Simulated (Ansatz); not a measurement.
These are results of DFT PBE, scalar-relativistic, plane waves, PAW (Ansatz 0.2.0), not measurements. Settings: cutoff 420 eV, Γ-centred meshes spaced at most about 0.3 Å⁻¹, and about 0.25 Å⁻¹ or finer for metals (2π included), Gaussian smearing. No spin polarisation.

These are static total energies at zero pressure.

Question: Order these relaxed structures of Cd2Se5 by energy, lowest first, with the energy over the lowest of them.
A.

```
CELL_PARAMETERS angstrom
2.08532 1.20396 12.54224
-2.08532 1.20396 12.54224
0.00000 -2.40792 12.54224
ATOMIC_POSITIONS crystal
Cd 0.43314 0.43314 0.43314
Cd 0.56686 0.56686 0.56686
Se 0.70443 0.70443 0.70443
Se 0.12457 0.12457 0.12457
Se 0.87543 0.87543 0.87543
Se 0.29557 0.29557 0.29557
Se 0.00000 0.00000 0.00000
```

B.

```
CELL_PARAMETERS angstrom
4.21916 0.00000 0.00000
-2.10958 3.65390 0.00000
0.00000 0.00000 13.07316
ATOMIC_POSITIONS crystal
Cd 0.33333 0.66667 0.07885
Cd 0.66667 0.33333 0.92115
Se 0.66667 0.33333 0.14898
Se 0.33333 0.66667 0.85102
Se 0.33333 0.66667 0.39582
Se 0.66667 0.33333 0.60418
Se 0.00000 0.00000 0.50000
```

C.

```
CELL_PARAMETERS angstrom
-3.70850 3.70850 3.51899
3.70850 -3.70850 3.51899
3.70850 3.70850 -3.51899
ATOMIC_POSITIONS crystal
Cd 0.75000 0.25000 0.50000
Cd 0.25000 0.75000 0.50000
Se 0.70502 0.18860 0.89362
Se 0.81140 0.70502 0.51642
Se 0.18860 0.29498 0.48358
Se 0.29498 0.81140 0.10638
Se 0.00000 0.00000 0.00000
```

Answer: B (0 meV/atom), A (50 meV/atom), C (61 meV/atom). Forms: B P-3m1; A R-3m; C I4/m. Counting Se atoms around Cd (those within 1.25 times the shortest such distance or 1.15 times the sum of covalent radii, 1.27 where that leaves under three; a plus sign parts nearer from farther groups): B has Cd 3+1; A has Cd 3; C has Cd 4. C holds Se–Se units of three or more atoms (shortest 2.60 Å) (bonds between like non-metal atoms; other contacts aren't counted). All come from invented guesses. The lowest form computed isn't among them: it has space group C2 (No. 5), 29.8 Å³/atom and lies 46 meV/atom below the best shown.

For metals, differences of a few meV/atom aren't resolved. No dispersion correction is applied, so the spacing and binding between layers, chains or molecules are poorly described (P-3m1, R-3m), and this can change margins and order among such cells. Cells relaxed within their symmetry can be saddle points. Some candidate types were left out of the draw beforehand, so a known form may be missing.
